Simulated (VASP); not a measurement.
# PbTe: relaxation with set parts of the cell free, by free to move

PbTe, P1 (no. 1), 8 atoms in the cell. LDA, constrained relaxation; PAW potentials Pb_d, Te (LDA set).

| Free to move | Volume (Å³/atom) | Pressure in a fresh run at the final cell (GPa) | Pressure printed at the end of the relaxation (GPa) | Ionic steps, all stages | Electronic steps, all stages | Time (s) |
|---|---|---|---|---|---|---|
| atoms | 34.276 | -2.68 | -2.68 | 14 | 96 | 201 |
| atoms, shape and volume | 32.292 | 0.00 | 0.00 | 26 | 165 | 310 |
| atoms and shape at fixed volume | 34.276 | -2.68 | -2.68 | 18 | 119 | 226 |
| atoms and volume | 32.271 | 0.03 | 0.04 | 18 | 127 | 231 |
| atoms and the z components of the lattice | 33.542 | -1.72 | -1.71 | 27 | 171 | 322 |
| atoms and the x and y components of the lattice | 32.794 | -0.72 | -0.71 | 21 | 141 | 267 |
| atoms and the y and z components of the lattice | 32.774 | -0.69 | -0.68 | 21 | 142 | 263 |

Limits: the start was distorted on purpose (random strain, atoms moved at random), so the space group given is the start's and not the crystal's.

## Input of the first row

INCAR.step1:
```
PREC = Accurate
ENCUT = 350
EDIFF = 1E-6
ISMEAR = 0
SIGMA = 0.05
LREAL = F
LASPH = T
NELM = 100
ALGO = Normal
LWAVE = F
LCHARG = F
GGA = CA
IBRION = 2
NSW = 60
ISIF = 2
EDIFFG = -0.01
POTIM = 0.5
ISYM = 0
KPAR = 4
```

INCAR.step3, as INCAR.step1 but for:
```
- IBRION = 2
- NSW = 60
- EDIFFG = -0.01
- POTIM = 0.5
+ NSW = 0
```

KPOINTS:
```
k-points
0
Gamma
  3 3 3
```

POSCAR.step1:
```
TePb
1.0
    6.4843320000     -0.0155590000     -0.0066730000
   -0.0155590000      6.5205040000      0.0331980000
   -0.0066730000      0.0331980000      6.4855590000
Pb Te
4 4
Direct
    0.0046100000      0.0029690000      0.0006390000
   -0.0071740000      0.5035670000      0.5014680000
    0.4983020000      0.0012500000      0.5008830000
    0.5042430000      0.4972990000      0.0021850000
    0.4968760000     -0.0040680000     -0.0051690000
    0.5064210000      0.4973800000      0.4961870000
   -0.0034490000     -0.0047420000      0.4983350000
    0.0001700000      0.5063460000      0.0054730000
```

POSCAR.step3:
```
TePb
1.0
    6.4843320000     -0.0155590000     -0.0066730000
   -0.0155590000      6.5205040000      0.0331980000
   -0.0066730000      0.0331980000      6.4855590000
Pb Te
4 4
Direct
    0.0004668375      0.0007305668      0.0001567072
    0.9993722760      0.5011482357      0.5003997290
    0.4994448818      0.9995172279      0.4996670845
    0.5005322620      0.5001520253      0.0001841628
    0.5002708066      0.9991961898      0.9996482794
    0.4997523970      0.4996135726      0.4999015536
    0.9997359000      0.9998953503      0.4999386390
    0.0004236392      0.4997478316      0.0001048445
```

Commands (each step's output is kept before the next begins):
```
cat potpaw_LDA.64/Pb_d/POTCAR potpaw_LDA.64/Te/POTCAR > POTCAR
cp INCAR.step1 INCAR
cp POSCAR.step1 POSCAR
mpirun -np 4 vasp_std > vasp.out
cp CONTCAR POSCAR
mpirun -np 4 vasp_std > vasp.out
cp CONTCAR POSCAR
cp INCAR.step3 INCAR
cp POSCAR.step3 POSCAR
mpirun -np 4 vasp_std > vasp.out
```

Changes of the last row against the first:
```
- ISIF = 2
+ ISIF = 3
+ LATTICE_CONSTRAINTS = .FALSE. .TRUE. .TRUE.
```

VASP 6.6.1 took 201 s on 4 cores (Intel Xeon Platinum 8259CL @ 2.50GHz (Skylake/Cascade Lake)), a shared host.
